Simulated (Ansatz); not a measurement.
This Ge structure is the end of a relaxation. The cell was found from a structure generator's guess, not taken from experiment.

Computed with DFT PBE, scalar-relativistic, plane waves, PAW (Ansatz). Cutoff 420 eV, Γ-centred mesh, Gaussian smearing, no spin polarisation.

```cif
data_structure
_symmetry_space_group_name_H-M 'P 1'
_symmetry_Int_Tables_number 1
_cell_length_a 4.8913
_cell_length_b 4.8913
_cell_length_c 3.9538
_cell_angle_alpha 90.000
_cell_angle_beta 90.000
_cell_angle_gamma 90.000
_cell_volume 94.59
loop_
_atom_site_label
_atom_site_type_symbol
_atom_site_fract_x
_atom_site_fract_y
_atom_site_fract_z
_atom_site_occupancy
Ge1 Ge 0.34222 0.00000 0.75000 1
Ge2 Ge 0.65778 0.00000 0.25000 1
Ge3 Ge 0.00000 0.34222 0.00000 1
Ge4 Ge 0.00000 0.65778 0.50000 1
```

Energies count from the standard state of Ge at the same level.

Q: What space group does it have?

A: P4_122 (No. 91). Conventional cell: a = 4.891 Å, c = 3.954 Å. Ge has 4 Ge at 2.51–2.57 Å.

Q: How far does it lie from the standard state of Ge?

A: +0.23 eV/atom. So it is a metastable form at best.

Q: Is it a metal?

A: Yes, bands cross the Fermi level on the 10×10×12 mesh, though with few states there, as in a semimetal.

Q: From what recipe could a structure generator have reached it?

A: One such recipe: 4-connected net of one element (P4_122, No. 91). Other recipes can lead to the same cell.

The last run used a 10×10×12 mesh (in the run's order of axes) for its 4-atom cell and Gaussian smearing of 0.10 eV. The zero gap may come from the functional, which often closes small gaps. A structure relaxed within its symmetry needn't be a true minimum. Another cell of Ge relaxed alike, in Fd-3m, lies 234 meV/atom lower, so this cell isn't the stable form at this level.
